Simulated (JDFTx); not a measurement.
MnO:

```xyz
2
Lattice="0.0000 2.2239 2.2239 2.2239 0.0000 2.2239 2.2239 2.2239 0.0000" Properties=species:S:1:pos:R:3 pbc="T T T"
Mn    0.0000    0.0000    0.0000
O     2.2239    2.2239    2.2239
```

The cell is a database's computed one.

Base run:

| Property | Result |
| --- | --- |
| Program | JDFTx 1.7.0 (patched build) |
| Functional | RPBE |
| Potentials or basis | PseudoDojo-SR-PBE-0.5-standard with smoothed tails |
| Cutoff | 1306 eV |
| Density cutoff | 10449 eV |
| k mesh | 10 × 10 × 10 |
| Occupations | fermi-dirac, width 0.05 eV |
| Spin | collinear spin, ferromagnetic start |
| Starting moments | [4.0, 0.0] μB |

Its results: band gap on the k mesh none (metal or under the smearing width); pressure 6.2 GPa; net moment 4.88 μB per cell; site moments Mn +4.60; O +0.27 μB.

Q: After a change of settings the same cell gave: band gap on the k mesh none (metal or under the smearing width); pressure 5.1 GPa; net moment 4.79 μB per cell; site moments Mn +4.49; O +0.29 μB. Which change was it?
A. functional from RPBE to BLYP
B. functional from RPBE to PBE0; k mesh from 10 × 10 × 10 to 3 × 3 × 3
C. functional from RPBE to PBEsol; potentials or basis from PseudoDojo-SR-PBE-0.5-standard with smoothed tails to PseudoDojo-SR-PBEsol-0.4.1-standard with smoothed tails
D. functional from RPBE to LDA; potentials or basis from PseudoDojo-SR-PBE-0.5-standard with smoothed tails to PseudoDojo-SR-LDA-0.4.1-standard with smoothed tails

A: A.

Caveats: the potentials were made for another functional, which shifts forces and pressure; a cell with one magnetic atom can't hold antiferromagnetic order, which such compounds often take; semilocal functionals often make such compounds metallic where correlation or magnetic order opens a gap, which also shifts bond lengths.

Not every run made on this cell is shown here.
